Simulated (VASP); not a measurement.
# LiH (Fm-3m) in VASP: relaxation of cell and atoms with PBE

Aim: the relaxation of cell and atoms of LiH with PBE.

All numbers are computed with VASP 6.6.1; they aren't measurements. Logs are shortened: lines on timing, memory, paths and dates and some standing lists are left out, and cuts for length are marked.

## (1) Starting point

The structure is cubic, space group Fm-3m (No. 225). Conventional cell: a = 4.074 Å, b = 4.074 Å, c = 4.074 Å, α = 90.00°, β = 90.00°, γ = 90.00°. Li (site symmetry m-3m) is surrounded by 6 H at 2.04 Å. H (site symmetry m-3m) is surrounded by 6 Li at 2.04 Å.

## (2) Relaxation of cell and atoms, PBE

Input file INCAR:

```
PREC     = Accurate       # precision mode
ENCUT    = 600            # plane-wave cutoff, eV
EDIFF    = 1E-7           # SCF threshold, eV
ISMEAR   = 0              # smearing method
SIGMA    = 0.02           # smearing width, eV
LREAL    = False          # projectors in reciprocal space
LASPH    = True           # aspherical terms in the spheres
NELM     = 80             # most SCF steps
ALGO     = Normal         # electronic algorithm
ISIF     = 3              # what is computed and relaxed
LWAVE    = False          # write WAVECAR
LCHARG   = False          # write CHGCAR
GGA      = PE             # functional
IBRION   = 2              # ionic algorithm
NSW      = 80             # ionic steps
EDIFFG   = -0.004         # ionic threshold
```

Input file KPOINTS:

```
regular mesh
0
Gamma
  12 12 12
```

Input file POSCAR:

```
LiH
1.0
    0.0000000000      2.0367500000      2.0367500000
    2.0367500000      0.0000000000      2.0367500000
    2.0367500000      2.0367500000      0.0000000000
Li H
1 1
Direct
    0.0000000000      0.0000000000      0.0000000000
    0.5000000000      0.5000000000      0.5000000000
```

Potentials or basis: VASP PAW PBE potentials, release 64 (Li_sv, H).

Command:

```
cat potpaw_PBE.64/Li_sv/POTCAR potpaw_PBE.64/H/POTCAR > POTCAR
mpirun -np 1 vasp_std > vasp.out
```

OUTCAR:

```text
PREC = Accurate
   ENCUT = 600
   EDIFF = 1E-7
   ISMEAR = 0
   LREAL = False
   LASPH = True
   NELM = 80
   ISIF = 3
   GGA = PE
   IBRION = 2
   NSW = 80
   EDIFFG = -0.004

 ion  position               nearest neighbor table
   1  0.000  0.000  0.000-
   2  0.500  0.500  0.500-

  LATTYP: Found a face centered cubic cell.
 ALAT       =     4.0735000000

  Lattice vectors:

 A1 = (   0.0000000000,   2.0367500000,   2.0367500000)
 A2 = (   2.0367500000,   0.0000000000,   2.0367500000)
 A3 = (   2.0367500000,   2.0367500000,   0.0000000000)

Analysis of symmetry for initial positions (statically):
=====================================================================
 Subroutine PRICEL returns:
 Original cell was already a primitive cell.

 Routine SETGRP: Setting up the symmetry group for a
 face centered cubic supercell.

 Subroutine GETGRP returns: Found 48 space group operations
 (whereof 48 operations were pure point group operations)
 out of a pool of 48 trial point group operations.

The static configuration has the point symmetry O_h .

Analysis of symmetry for dynamics (positions and initial velocities):
=====================================================================
 Subroutine PRICEL returns:
 Original cell was already a primitive cell.

 Routine SETGRP: Setting up the symmetry group for a
 face centered cubic supercell.

 Subroutine GETGRP returns: Found 48 space group operations
 (whereof 48 operations were pure point group operations)
 out of a pool of 48 trial point group operations.

The dynamic configuration has the point symmetry O_h .

 Subroutine INISYM returns: Found 48 space group operations
 (whereof 48 operations are pure point group operations),
 and found     1 'primitive' translations

----------------------------------------------------------------------------------------

                                     Primitive cell

  volume of cell :      16.8983

  direct lattice vectors                    reciprocal lattice vectors
     0.000000000  2.036750000  2.036750000    -0.245489137  0.245489137  0.245489137
     2.036750000  0.000000000  2.036750000     0.245489137 -0.245489137  0.245489137
     2.036750000  2.036750000  0.000000000     0.245489137  0.245489137 -0.245489137

  length of vectors
     2.880399473  2.880399473  2.880399473     0.425199658  0.425199658  0.425199658

  position of ions in fractional coordinates (direct lattice)
     0.000000000  0.000000000  0.000000000
     0.500000000  0.500000000  0.500000000

[... 92 lines left out ...]
   EFERMI_NEDOS =   21; number of points for ismear=-14 and -15
   IALGO  =     38    algorithm
   IMIX   =      4    mixing-type and parameters
     AMIX     =   0.40;   BMIX     =  1.00
     AMIX_MAG =   1.60;   BMIX_MAG =  1.00
  volume/ion in A,a.u.               =       8.45        57.02
  Fermi-wavevector in a.u.,A,eV,Ry     =   1.012699  1.913724 13.953585  1.025560
  Thomas-Fermi vector in A             =   2.145824
   LORBIT       =      0    0 simple, 1 ext, 2 COOP (PROOUT), +10 PAW based schemes
   GGA     = PE    functional components
   LHFCALC =     F    Hartree Fock is set to
   AEXX    =    0.0000 exact exchange contribution
   IVDW    =     0    specifies the selected vdW correction
   LEPSILON=     F    determine dielectric tensor
   LRPA    =     F    only Hartree local field effects (RPA)
 conjugate gradient relaxation of ions
 non-spin polarized calculation
 Gauss-broadening in eV      SIGMA  =   0.02
  energy-cutoff  :      600.00
  volume of cell :       16.90
 maximum number of plane-waves:       588
   NGX = 11   NGY = 11   NGZ = 11

--------------------------------------- Ionic step        1  -------------------------------------------

 number of electron       3.9999999 magnetization

 Free energy of the ion-electron system (eV)
  ---------------------------------------------------
  ext. energy  EPLUGINS =         0.00000000
  ---------------------------------------------------
  free energy    TOTEN  =        -6.12283425 eV

  energy without entropy =       -6.12283425  energy(sigma->0) =       -6.12283425

------------------------ aborting loop because EDIFF is reached ----------------------------------------

  FORCE on cell =-STRESS in cart. coord.  units (eV):
  Direction    XX          YY          ZZ          XY          YZ          ZX
  --------------------------------------------------------------------------------------
  -------------------------------------------------------------------------------------
  Total       -0.1955311     -0.1955311     -0.1955311     -0.0000000      0.0000000      0.0000000
  in kB      -18.5388738    -18.5388738    -18.5388738     -0.0000000      0.0000000      0.0000000
  external PRESSURE =     -18.5388738 kB  Pullay stress =       0.0000000 kB
[... 59 lines left out ...]
--------------------------------------- Ionic step        3  -------------------------------------------

 number of electron       3.9999996 magnetization

 Free energy of the ion-electron system (eV)
  ---------------------------------------------------
  ext. energy  EPLUGINS =         0.00000000
  ---------------------------------------------------
  free energy    TOTEN  =        -6.12841010 eV

  energy without entropy =       -6.12841010  energy(sigma->0) =       -6.12841010

 E-fermi :   0.2971     XC(G=0):  -8.5414

 val. band max:        0.1316383234   @ k =   0.5000   0.5000   0.0000
 cond. band min:       3.1044842202   @ k =   0.5000   0.5000   0.0000
 fundamental gap:      2.9728458968
 Fermi energy:         0.2970773444

 k-point     1 :       0.0000    0.0000    0.0000
  band No.  band energies     occupation
      1     -44.1464      2.00000
      2      -5.3350      2.00000
      3      16.3320      0.00000
      4      18.1135      0.00000
      5      18.1135      0.00000
      6      18.1135      0.00000
[... 199 lines left out ...]
 k-point    24 :      -0.4167    0.1667    0.0000
  band No.  band energies     occupation
      1     -44.0943      2.00000
      2      -2.0133      2.00000
      3       5.2624      0.00000
      4      10.3623      0.00000
      5      14.6602      0.00000
      6      15.9889      0.00000

 [... further k-points ...]

------------------------ aborting loop because EDIFF is reached ----------------------------------------

  FORCE on cell =-STRESS in cart. coord.  units (eV):
  Direction    XX          YY          ZZ          XY          YZ          ZX
  --------------------------------------------------------------------------------------
  -------------------------------------------------------------------------------------
  Total        0.0028434      0.0028434      0.0028434      0.0000000      0.0000000      0.0000000
  in kB        0.2854462      0.2854462      0.2854462      0.0000000      0.0000000      0.0000000
  external PRESSURE =       0.2854462 kB  Pullay stress =       0.0000000 kB
[... 17 lines left out ...]
  FREE ENERGIE OF THE ION-ELECTRON SYSTEM (eV)
  ---------------------------------------------------
  free  energy   TOTEN  =        -6.1284100976 eV

  energy  without entropy=       -6.1284100976  energy(sigma->0) =       -6.12841010

 reached required accuracy - stopping structural energy minimisation
```

OSZICAR:

```text
N       E                     dE             d eps       ncg     rms          rms(c)
DAV:   1    -0.676845086115E+00   -0.67685E+00   -0.16505E+03   870   0.674E+02
DAV:   2    -0.624139413537E+01   -0.55645E+01   -0.55645E+01  1242   0.719E+01
DAV:   3    -0.636122437669E+01   -0.11983E+00   -0.11983E+00  1026   0.103E+01
[... 23 lines left out ...]
DAV:   3    -0.612842435127E+01    0.19170E-02   -0.35149E-03  1668   0.405E-01    0.647E-02
DAV:   4    -0.612839088223E+01    0.33469E-04   -0.51092E-05  1086   0.976E-02    0.226E-02
DAV:   5    -0.612840949256E+01   -0.18610E-04   -0.34893E-05  1488   0.468E-02    0.331E-03
DAV:   6    -0.612841000920E+01   -0.51663E-06   -0.54586E-07   894   0.928E-03    0.834E-04
DAV:   7    -0.612841009758E+01   -0.88381E-07   -0.14624E-07  1128   0.378E-03
   3 F= -.61284101E+01 E0= -.61284101E+01  d E =-.557585E-02
```

It took 15 s on 1 thread of AMD EPYC 7R13 (Zen 3), shared host; peak memory 0.1 GiB.

Results:

```
Free energy                            : -6.1284 eV
Relaxed volume                         : 7.98 Å³/atom
Relaxed cell                           : a = 2.826 Å, b = 2.826 Å, c = 2.826 Å, α = 60.00°, β = 60.00°, γ = 60.00°
Space group after relaxing (to 0.05 Å) : Fm-3m (No. 225)
Energy gained by relaxing              : 2.8 meV/atom
Ionic steps                            : 3
Pressure after relaxing                : 0.0 GPa
Band gap on the k mesh                 : 2.97 eV, direct
```

Step by step:
| step | energy change (eV) | largest force (eV/Å) | pressure (GPa) | volume (Å³) |
| --- | --- | --- | --- | --- |
| 1 | 0.0000 | 0.0000 | -1.85 | 16.90 |
| 2 | -0.0024 | 0.0000 | -1.42 | 16.66 |
| 3 | -0.0056 | 0.0000 | 0.03 | 15.96 |

Final structure:
```yaml
crystal:
  lattice:
    - [0.00000, 1.99832, 1.99832]
    - [1.99832, 0.00000, 1.99832]
    - [1.99832, 1.99832, 0.00000]
  atoms:
    - { symbol: Li, position: [0.00000, 0.00000, 0.00000] }
    - { symbol: H, position: [0.50000, 0.50000, 0.50000] }
```

Levels at points of the mesh, in eV from the valence-band top:
| k point | band 1 | band 2 | band 3 | band 4 | band 5 | band 6 |
| --- | --- | --- | --- | --- | --- | --- |
| (0.00, 0.00, 0.00) | -44.28 | -5.47 | 16.20 | 17.98 | 17.98 | 17.98 |
| (0.50, 0.00, 0.00) | -44.23 | -2.65 | 4.94 | 13.74 | 16.58 | 16.58 |
| (0.50, 0.50, 0.00) | -44.22 | 0.00 | 2.97 | 10.86 | 10.86 | 14.03 |

Caveat: the cutoff is under 1.25 times the usual one of these potentials, so pressure, stress and relaxed cells hold a basis-set (Pulay) error.
